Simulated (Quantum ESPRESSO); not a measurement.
# Ag (Fm-3m) in Quantum ESPRESSO: energy-loss spectrum with LDA

Aim: the energy-loss spectrum of Ag with LDA.

Everything below comes from runs of Quantum ESPRESSO 7.5. Logs are shortened: lines on timing, memory, paths and dates and some standing lists are left out, and cuts for length are marked.

## (1) Starting point

Symmetry: Fm-3m, No. 225, cubic system. Conventional cell: a = 4.085 Å, b = 4.085 Å, c = 4.085 Å, α = 90.00°, β = 90.00°, γ = 90.00°. Ag (site symmetry m-3m) is surrounded by 12 Ag at 2.89 Å.

## (2) Energy-loss spectrum, LDA

The input, pw.in:

```
&CONTROL
  calculation = 'scf'
  prefix = 'pwscf'
  outdir = './tmp'
  pseudo_dir = './pseudo'
  tprnfor = .true.
  tstress = .true.
  disk_io = 'low'
/
&SYSTEM
  ibrav = 0
  nat = 1
  ntyp = 1
  ecutwfc = 86
  nbnd = 16
  occupations = 'smearing'
  smearing = 'gaussian'
  degauss = 0.00999582
/
&ELECTRONS
  conv_thr = 2d-10
  electron_maxstep = 120
  mixing_beta = 0.5
/
ATOMIC_SPECIES
Ag   107.8682 Ag.upf
CELL_PARAMETERS angstrom
   0.0000000000    2.0427500000    2.0427500000
   2.0427500000    0.0000000000    2.0427500000
   2.0427500000    2.0427500000    0.0000000000
ATOMIC_POSITIONS crystal
Ag     0.0000000000    0.0000000000    0.0000000000
K_POINTS automatic
8 8 8 0 0 0
```

The input, scf2.in:

```
&CONTROL
  calculation = 'scf'
  prefix = 'pwscf'
  outdir = './tmp'
  pseudo_dir = './pseudo'
  tprnfor = .true.
  tstress = .true.
  disk_io = 'low'
/
&SYSTEM
  ibrav = 0
  nat = 1
  ntyp = 1
  ecutwfc = 86
  nbnd = 16
  occupations = 'smearing'
  smearing = 'gaussian'
  degauss = 0.00999582
/
&ELECTRONS
  conv_thr = 1d-11
  electron_maxstep = 120
  mixing_beta = 0.5
  startingpot = 'file'
  startingwfc = 'file'
/
ATOMIC_SPECIES
Ag   107.8682 Ag.upf
CELL_PARAMETERS angstrom
   0.0000000000    2.0427500000    2.0427500000
   2.0427500000    0.0000000000    2.0427500000
   2.0427500000    2.0427500000    0.0000000000
ATOMIC_POSITIONS crystal
Ag     0.0000000000    0.0000000000    0.0000000000
K_POINTS automatic
8 8 8 0 0 0
```

The input, eels.in:

```
&LR_INPUT
  prefix = 'pwscf'
  outdir = './tmp'
  restart_step = 5000
  restart = .false.
/
&LR_CONTROL
  calculator = 'lanczos'
  approximation = 'RPA_with_CLFE'
  q1 = 0.1327271367
  q2 = 0.1327271367
  q3 = 0.1327271367
  itermax = 400
/
```

The input, spectrum.in:

```
&LR_INPUT
  prefix = 'pwscf'
  outdir = './tmp'
  eels = .true.
  itermax0 = 400
  itermax = 20000
  extrapolation = 'osc'
  epsil = 0.03
  units = 1
  start = 0
  end = 40
  increment = 0.2
/
```

The input, spectrum_short.in:

```
&LR_INPUT
  prefix = 'pwscf'
  outdir = './tmp'
  eels = .true.
  itermax0 = 266
  itermax = 20000
  extrapolation = 'osc'
  epsil = 0.03
  units = 1
  start = 0
  end = 40
  increment = 0.2
/
```

Potentials or basis: PseudoDojo 0.4.1 SR LDA stringent.

Started as:

```console
OMP_NUM_THREADS=1 pw.x -in pw.in > pw.out
OMP_NUM_THREADS=1 pw.x -in scf2.in > scf2.out
OMP_NUM_THREADS=1 turbo_eels.x -in eels.in > eels.out
OMP_NUM_THREADS=1 turbo_spectrum.x -in spectrum.in > spectrum.out
OMP_NUM_THREADS=1 turbo_spectrum.x -in spectrum_short.in > spectrum_short.out
```

pw.out:

```text
This program is part of the open-source Quantum ESPRESSO suite
     for quantum simulation of materials; please cite
[... 9 lines left out ...]
     --------------------
     sticks:   dense  smooth     PW     G-vecs:    dense   smooth      PW
     Sum         703     703    211                12339    12339    2109

     Using Slab Decomposition

     bravais-lattice index     =            0
     lattice parameter (alat)  =       5.4592  a.u.
     unit-cell volume          =     115.0462 (a.u.)^3
     number of atoms/cell      =            1
     number of atomic types    =            1
     number of electrons       =        19.00
     number of Kohn-Sham states=           16
     kinetic-energy cutoff     =      86.0000  Ry
     charge density cutoff     =     344.0000  Ry
     scf convergence threshold =      2.0E-10
     mixing beta               =       0.5000
     number of iterations used =            8  plain     mixing
     Exchange-correlation= SLA  PW   NOGX NOGC
                           (   1   4   0   0   0   0   0)

     celldm(1)=   5.459201  celldm(2)=   0.000000  celldm(3)=   0.000000
     celldm(4)=   0.000000  celldm(5)=   0.000000  celldm(6)=   0.000000

     crystal axes: (cart. coord. in units of alat)
               a(1) = (   0.000000   0.707107   0.707107 )
               a(2) = (   0.707107   0.000000   0.707107 )
               a(3) = (   0.707107   0.707107   0.000000 )

     reciprocal axes: (cart. coord. in units 2 pi/alat)
               b(1) = ( -0.707107  0.707107  0.707107 )
               b(2) = (  0.707107 -0.707107  0.707107 )
               b(3) = (  0.707107  0.707107 -0.707107 )

     PseudoPot. # 1 for Ag read from file:
     Ag.upf
     Pseudo is Norm-conserving + core correction, Zval = 19.0
     Generated using ONCVPSP code by D. R. Hamann
     Using radial grid of 1484 points,  6 beta functions with:
                l(1) =   0
                l(2) =   0
                l(3) =   1
                l(4) =   1
                l(5) =   2
                l(6) =   2

     atomic species   valence    mass     pseudopotential
     Ag               19.00   107.86820     Ag( 1.00)

     48 Sym. Ops., with inversion, found

   Cartesian axes

     site n.     atom                  positions (alat units)
         1        Ag     tau(   1) = (   0.0000000   0.0000000   0.0000000  )

     number of k points=    29  Gaussian smearing, width (Ry)=  0.0100
                       cart. coord. in units 2pi/alat
        k(    1) = (   0.0000000   0.0000000   0.0000000), wk =   0.0039062
        k(    2) = (   0.0883883   0.0883883  -0.0883883), wk =   0.0312500
        k(    3) = (   0.1767767   0.1767767  -0.1767767), wk =   0.0312500
        k(    4) = (   0.2651650   0.2651650  -0.2651650), wk =   0.0312500
        k(    5) = (  -0.3535534  -0.3535534   0.3535534), wk =   0.0156250
        k(    6) = (   0.1767767   0.0000000   0.0000000), wk =   0.0234375
[... 21 lines left out ...]
        k(   28) = (  -0.7071068   0.1767767  -0.0000000), wk =   0.0468750
        k(   29) = (  -0.7071068   0.3535534   0.0000000), wk =   0.0234375

     Dense  grid:    12339 G-vectors     FFT dimensions: (  36,  36,  36)

     Initial potential from superposition of free atoms

     starting charge      18.9997, renormalised to      19.0000
     Starting wfcs are   10 randomized atomic wfcs +    6 random wfcs

     Self-consistent Calculation

     iteration #  1     ecut=    86.00 Ry     beta= 0.50
     Davidson diagonalization with overlap
     ethr =  1.00E-02,  avg # of iterations =  4.7

     Threshold (ethr) on eigenvalues was too large:
     Diagonalizing with lowered threshold

     Davidson diagonalization with overlap
     ethr =  3.77E-04,  avg # of iterations =  1.2

     total energy              =    -309.94707396 Ry
     estimated scf accuracy    <       0.07154692 Ry

     iteration #  2     ecut=    86.00 Ry     beta= 0.50
     Davidson diagonalization with overlap
     ethr =  3.77E-04,  avg # of iterations =  2.0

     total energy              =    -309.96755460 Ry
     estimated scf accuracy    <       0.01253012 Ry

     iteration #  3     ecut=    86.00 Ry     beta= 0.50
     Davidson diagonalization with overlap
     ethr =  6.59E-05,  avg # of iterations =  2.5

     total energy              =    -309.96974496 Ry
     estimated scf accuracy    <       0.00036066 Ry

     iteration #  4     ecut=    86.00 Ry     beta= 0.50
     Davidson diagonalization with overlap
     ethr =  1.90E-06,  avg # of iterations =  2.7

     total energy              =    -309.96981345 Ry
     estimated scf accuracy    <       0.00002358 Ry

     iteration #  5     ecut=    86.00 Ry     beta= 0.50
     Davidson diagonalization with overlap
     ethr =  1.24E-07,  avg # of iterations =  1.0

     total energy              =    -309.96980807 Ry
     estimated scf accuracy    <       0.00001055 Ry

     iteration #  6     ecut=    86.00 Ry     beta= 0.50
     Davidson diagonalization with overlap
     ethr =  5.55E-08,  avg # of iterations =  2.0

     total energy              =    -309.96981026 Ry
     estimated scf accuracy    <       0.00000011 Ry

     iteration #  7     ecut=    86.00 Ry     beta= 0.50
     Davidson diagonalization with overlap
     ethr =  5.97E-10,  avg # of iterations =  2.0

     total energy              =    -309.96981026 Ry
     estimated scf accuracy    <          3.3E-09 Ry

     iteration #  8     ecut=    86.00 Ry     beta= 0.50
     Davidson diagonalization with overlap
     ethr =  1.71E-11,  avg # of iterations =  2.0

     total energy              =    -309.96981026 Ry
     estimated scf accuracy    <          4.3E-10 Ry

     iteration #  9     ecut=    86.00 Ry     beta= 0.50
     Davidson diagonalization with overlap
     ethr =  2.26E-12,  avg # of iterations =  2.0

     End of self-consistent calculation

          k = 0.0000 0.0000 0.0000 (  1471 PWs)   bands (ev):

   -74.7135 -38.1754 -38.1754 -38.1754   9.1607  12.2837  12.2837  12.2837
    13.3438  13.3438  33.2372  36.6846  36.6846  36.6846  41.6046  42.3270

          k = 0.0884 0.0884-0.0884 (  1528 PWs)   bands (ev):

   -74.7109 -38.1999 -38.1791 -38.1791   9.6342  12.1926  12.4040  12.4040
    13.3087  13.3087  32.6481  34.2878  36.8008  36.8008  40.5013  41.8135

          k = 0.1768 0.1768-0.1768 (  1546 PWs)   bands (ev):

   -74.7047 -38.2588 -38.1880 -38.1880  10.5827  12.4796  12.4894  12.4894
    13.4690  13.4690  28.1376  33.8050  36.5844  36.5844  40.0073  40.3558

          k = 0.2652 0.2652-0.2652 (  1537 PWs)   bands (ev):

   -74.6985 -38.3174 -38.1969 -38.1969  10.7165  12.3470  12.3470  13.9206
    13.9206  14.5111  23.4574  32.8847  35.4667  35.4667  39.7918  39.7918

          k =-0.3536-0.3536 0.3536 (  1538 PWs)   bands (ev):

   -74.6959 -38.3415 -38.2006 -38.2006  10.6408  12.2647  12.2647  14.1524
    14.1524  16.5761  20.5731  32.4570  34.8341  34.8341  39.7542  39.7542

          k = 0.1768 0.0000 0.0000 (  1523 PWs)   bands (ev):

   -74.7101 -38.1991 -38.1848 -38.1848   9.7943  12.0364  12.5215  12.5215
    13.1131  13.4525  33.4215  34.9998  35.0225  35.0225  41.1028  42.2544

          k = 0.2652 0.0884-0.0884 (  1533 PWs)   bands (ev):

   -74.7051 -38.2428 -38.1951 -38.1925  10.6665  11.8785  12.5781  12.7155
    13.3257  13.6251  30.0726  33.6949  33.7425  36.2020  38.7318  42.0404

          k = 0.3536 0.1768-0.1768 (  1563 PWs)   bands (ev):

   -74.6989 -38.2984 -38.2043 -38.2041  11.0015  12.2799  12.5683  12.6429
    14.0020  14.7914  25.2233  32.7809  33.0081  34.6652  41.0066  41.8008

          k =-0.2652-0.4419 0.4419 (  1540 PWs)   bands (ev):

   -74.6951 -38.3316 -38.2152 -38.2063  10.9054  12.1122  12.5054  13.3118
    14.1685  17.3042  21.1795  31.5935  33.2228  33.5225  41.1795  41.2521

          k =-0.1768-0.3536 0.3536 (  1539 PWs)   bands (ev):

   -74.6959 -38.3236 -38.2184 -38.2007  10.9632  12.1656  12.5004  13.3177
    13.8598  16.5250  22.3679  30.8964  33.6563  34.7878  40.4908  40.7383

          k =-0.0884-0.2652 0.2652 (  1552 PWs)   bands (ev):

   -74.7009 -38.2801 -38.2110 -38.1903  11.0741  12.2195  12.5673  12.6504
    13.2826  14.5336  26.8420  31.0122  35.0340  37.6089  38.4924  40.3057

          k = 0.0000-0.1768 0.1768 (  1540 PWs)   bands (ev):

   -74.7071 -38.2287 -38.1949 -38.1814  10.3414  12.0042  12.5600  12.5980
    13.0821  13.6178  31.5861  31.7524  36.1812  37.8380  38.8727  41.3793

          k = 0.3536 0.0000 0.0000 (  1523 PWs)   bands (ev):

   -74.7018 -38.2556 -38.2075 -38.2075  11.0122  11.4781  13.1702  13.1702
    13.2364  13.7223  31.6124  31.6124  32.6942  33.7901  35.3199  44.3992

          k = 0.4419 0.0884-0.0884 (  1553 PWs)   bands (ev):

   -74.6968 -38.2914 -38.2224 -38.2178  11.1470  11.4095  12.9546  13.2889
    14.0396  15.1021  27.5049  30.3683  30.4495  34.0002  37.1090  44.6395

          k =-0.1768-0.5303 0.5303 (  1557 PWs)   bands (ev):

   -74.6930 -38.3141 -38.2437 -38.2201  11.1347  11.7166  12.7545  13.1374
    14.2104  18.0136  23.0741  28.1989  30.5761  33.7164  41.2633  43.6107

          k =-0.0884-0.4419 0.4419 (  1554 PWs)   bands (ev):

   -74.6927 -38.3097 -38.2598 -38.2130  11.3605  11.9425  12.5680  13.0135
    13.8863  19.1787  21.9741  26.7473  32.1256  33.7027  42.4302  42.8904

          k = 0.0000-0.3536 0.3536 (  1554 PWs)   bands (ev):

   -74.6959 -38.2948 -38.2471 -38.2007  11.6921  11.9421  12.3306  12.9557
    13.3484  16.4837  26.2886  26.3097  34.2632  34.7475  39.9555  42.5267

          k = 0.5303-0.0000 0.0000 (  1556 PWs)   bands (ev):

   -74.6935 -38.3109 -38.2301 -38.2301  10.8616  10.9659  13.9671  13.9671
    14.0032  15.8888  27.3806  28.7468  28.7468  34.0867  34.2052  47.4346

          k =-0.0884-0.6187 0.6187 (  1565 PWs)   bands (ev):

   -74.6910 -38.3223 -38.2463 -38.2338  10.8281  10.9998  13.7414  13.8509
    14.2721  18.3746  24.9126  25.9828  28.4483  34.0784  36.6561  45.9063

          k = 0.0000-0.5303 0.5303 (  1556 PWs)   bands (ev):

   -74.6906 -38.3067 -38.2738 -38.2267  11.0606  11.4904  13.0026  13.5675
    14.0736  21.2783  22.2082  24.1311  29.7250  33.8852  41.0531  44.4798

          k =-0.7071 0.0000 0.0000 (  1572 PWs)   bands (ev):

   -74.6901 -38.3336 -38.2395 -38.2395  10.6226  10.7652  14.1231  14.3620
    14.3620  18.5530  23.7063  27.6175  27.6175  34.1956  34.2529  46.8301

          k = 0.3536 0.1768 0.0000 (  1552 PWs)   bands (ev):

   -74.7001 -38.2737 -38.2191 -38.1990  11.4032  11.6420  12.3623  13.1670
    13.3579  14.6152  28.8570  29.2191  33.2927  36.4621  38.2321  41.4950

          k =-0.2652-0.4419 0.6187 (  1554 PWs)   bands (ev):

   -74.6951 -38.3058 -38.2378 -38.2093  11.3769  11.9763  12.2974  13.0752
    13.8559  16.7481  24.3374  28.7605  31.1176  36.1458  39.6105  42.9934

          k =-0.1768-0.3536 0.5303 (  1536 PWs)   bands (ev):

   -74.6930 -38.3197 -38.2437 -38.2148  11.3202  11.8301  12.7140  12.8994
    14.0742  19.3014  20.9050  29.3558  29.6285  35.5642  40.2434  44.3543

          k =-0.1768-0.5303 0.7071 (  1553 PWs)   bands (ev):

   -74.6930 -38.3080 -38.2433 -38.2264  11.2131  11.2417  12.8810  13.8171
    13.9596  17.2184  26.6756  26.9204  27.9552  36.1479  37.1961  43.5349

          k =-0.0884-0.4419 0.6187 (  1555 PWs)   bands (ev):

   -74.6910 -38.3053 -38.2674 -38.2304  11.2954  11.5942  12.5474  13.4421
    14.1917  20.3357  22.7927  25.7619  27.5625  36.4235  40.7287  42.5403

          k = 0.0000-0.3536 0.5303 (  1554 PWs)   bands (ev):

   -74.6918 -38.2960 -38.2750 -38.2218  11.6016  11.9546  12.0198  13.2968
    13.9565  19.4290  23.9264  24.8837  29.0842  36.8412  40.1302  44.5803

          k =-0.7071 0.1768-0.0000 (  1550 PWs)   bands (ev):

   -74.6901 -38.3198 -38.2533 -38.2398  10.9481  11.0795  13.3838  13.7952
    14.3626  20.0609  23.7560  25.9515  26.2645  36.0303  37.1890  44.4231

          k =-0.7071 0.3536 0.0000 (  1564 PWs)   bands (ev):

   -74.6901 -38.2866 -38.2866 -38.2402  11.3886  12.0001  12.0001  13.3471
    14.3631  22.9394  22.9394  23.8738  25.2570  39.8265  39.8265  41.4634

     the Fermi energy is    16.8497 ev

!    total energy              =    -309.96981026 Ry
     estimated scf accuracy    <          8.7E-12 Ry
     smearing contrib. (-TS)   =      -0.00030465 Ry
     internal energy E=F+TS    =    -309.96950561 Ry

     The total energy is F=E-TS. E is the sum of the following terms:
     one-electron contribution =    -120.25645986 Ry
     hartree contribution      =      70.71184551 Ry
     xc contribution           =     -46.04235952 Ry
     ewald contribution        =    -214.38253174 Ry

     convergence has been achieved in   9 iterations

     Forces acting on atoms (cartesian axes, Ry/au):

     atom    1 type  1   force =     0.00000000    0.00000000    0.00000000

     Total force =     0.000000     Total SCF correction =     0.000000

     Computing stress (Cartesian axis) and pressure

          total   stress  (Ry/bohr**3)                   (kbar)     P=      -67.03
  -0.00045564   0.00000000   0.00000000          -67.03        0.00        0.00
   0.00000000  -0.00045564   0.00000000            0.00      -67.03        0.00
   0.00000000   0.00000000  -0.00045564            0.00        0.00      -67.03

=------------------------------------------------------------------------------=
   JOB DONE.
=------------------------------------------------------------------------------=
```

It took 14 min on 1 thread of Arm Neoverse V1, shared host; peak memory 0.52 GiB.

What came out:

* Free energy: -4217.3541 eV
* Pressure: -6.7 GPa
* Band gap on the k mesh: none (metal or under the smearing width)
* Peak of the energy-loss function: 25.8 eV

Levels at points of the mesh, in eV from the Fermi level:
```
             k point  band 7  band 8  band 9  band 10  band 11  band 12  band 13  band 14
  (0.00, 0.00, 0.00)   -4.57   -4.57   -3.51    -3.51    16.39    19.83    19.83    19.83
 (0.00, 0.00, -0.50)   -4.58   -2.70   -2.70    -0.27     3.72    15.61    17.98    17.98
(0.00, -0.50, -0.50)   -2.73   -2.49   -2.49     1.70     6.86    10.77    10.77    17.35
```

Energy-loss function at q = [0.28868, 0.28868, 0.28868] (Å⁻¹, cartesian):
```
energy (eV)   loss
        0.0  0.000
        1.8  0.006
        3.4  0.018
        5.2  0.120
        7.0  0.243
        8.6  0.329
       10.4  0.437
       12.2  0.547
       13.8  0.600
       15.6  0.579
       17.4  0.526
       19.0  0.507
       20.8  0.543
       22.4  0.620
       24.2  0.708
       26.0  0.733
       27.6  0.712
       29.4  0.683
       31.2  0.667
       32.8  0.651
       34.6  0.606
       36.4  0.530
       38.0  0.462
       39.8  0.413
```

Caveat: the k mesh is coarse; the Lanczos chain is short for so many electrons, so humps in the spectrum may be artefacts.
